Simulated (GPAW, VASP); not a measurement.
BaTiO3: band gap by level of theory

```
Ba Ti O
1.0
     4.00600    0.00000    0.00000
     0.00000    4.00600    0.00000
     0.00000    0.00000    4.00600
Ba Ti O
1 1 3
Cartesian
  2.0030 2.0030 2.0030
  0.0000 0.0000 0.0000
  0.0000 0.0000 2.0030
  0.0000 2.0030 0.0000
  2.0030 0.0000 0.0000
```

| rung | level | program and potentials | cutoff (eV) | k mesh | task | band gap (eV) | notes |
| --- | --- | --- | --- | --- | --- | --- | --- |
| LDA | LDA | VASP, LDA PAW files Ba_sv, O, Ti_sv, 520 eV | 520 | 8 × 8 × 8 | band structure | 1.65 | - |
| LDA + U (5 eV) | LDA+U (Ti d U = 5 eV) | GPAW, the program's PAW data sets (release 1.2.1) made for this functional | 800 | 6 × 6 × 6 | band structure | 2.38 | - |
| GGA | PBE | VASP, PBE PAW files Ba_sv, O, Ti_sv, 520 eV | 520 | 8 × 8 × 8 | band structure | 1.74 | - |
| meta-GGA | r2SCAN | VASP, PBE PAW files Ba_sv, O, Ti_sv, 520 eV | 520 | 8 × 8 × 8 | band structure | 2.13 | potentials made for PBE |
| model potential | TB-mBJ | GPAW, GPAW PAW data sets for LDA (gpaw-data 1.2.1) | 800 | 6 × 6 × 6 | single point | 2.50 | potentials made for LDA |
| G0W0 | G0W0 on PBE | VASP, PBE PAW files Ba_sv_GW, O_GW, Ti_sv_GW, 500 eV | 500 | 4 × 4 × 4 | G0W0 quasiparticle levels | 3.37 | bands, basis or mesh of the many-body step not converged; response cutoff 150 eV, bands 288 |
| evGW0 | evGW0 (4 iterations) on PBE | VASP, PBE PAW files Ba_sv_GW, O_GW, Ti_sv_GW, 500 eV | 500 | 4 × 4 × 4 | evGW0 quasiparticle levels | 3.85 | bands, basis or mesh of the many-body step not converged; response cutoff 150 eV, bands 288 |

All rows: no spin polarisation. Gaps are the least found on the k mesh or the band path, and a mesh can miss the band edges. The cell comes from a database and isn't always the measured one. Meshes differ between rows, which moves values too. All levels ran on this one cell, unrelaxed unless noted. Meshes are those of the run's cell of 5 atoms unless a note names another. Runs on faulty files, with rough fits or with known faults for this quantity aren't shown. No row holds spin-orbit coupling.

By rung: LDA 1.65; LDA + U (5 eV) 2.38; GGA 1.74; meta-GGA 2.13; model potential 2.50; G0W0 on coarse settings 3.37; evGW0 on coarse settings 3.85 (eV).
